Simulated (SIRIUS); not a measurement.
Co in SIRIUS: the effect of functional

The system is Co.

```
CELL_PARAMETERS angstrom
2.47200 0.00000 0.00000
-1.23600 2.14081 0.00000
0.00000 0.00000 4.02114
ATOMIC_POSITIONS crystal
Co 0.66667 0.33333 0.75000
Co 0.33333 0.66667 0.25000
```

Alike in all runs:

```yaml
Program: SIRIUS 7.12.0
Task: single point
Potentials_or_basis: PseudoDojo 0.4.1 PBE standard (scalar relativistic)
Cutoff: 1307 eV
Density_cutoff: 5227 eV
k_mesh: 5 × 5 × 3
Occupations: fermi-dirac, width 0.05 eV
Spin: collinear spin, ferromagnetic start
Starting_moments: "[2.0, 2.0] μB"
```

| functional | pressure (GPa) | moment (μB) |
| --- | --- | --- |
| LDA | -15.1 | 3.27 |
| PBEsol | -4.0 | 3.48 |
| RPBE | 13.9 | 3.55 |
| revPBE | ? | ? |
| BLYP | 15.5 | 3.46 |
| PW91 | 6.4 | 3.51 |
| AM05 | -5.8 | 3.42 |
| HCTH407 | 5.8 | 3.66 |
| xPBE | 11.1 | 3.55 |
| WC | -2.8 | 3.50 |

Problem. What does the run with functional revPBE give?

Solution. Pressure 12.1 GPa; moment 3.55 μB.

Caveats: all runs use coarse meshes; the potentials were made for another functional, which shifts forces and pressure.

Runs at the PBE level aren't shown here.
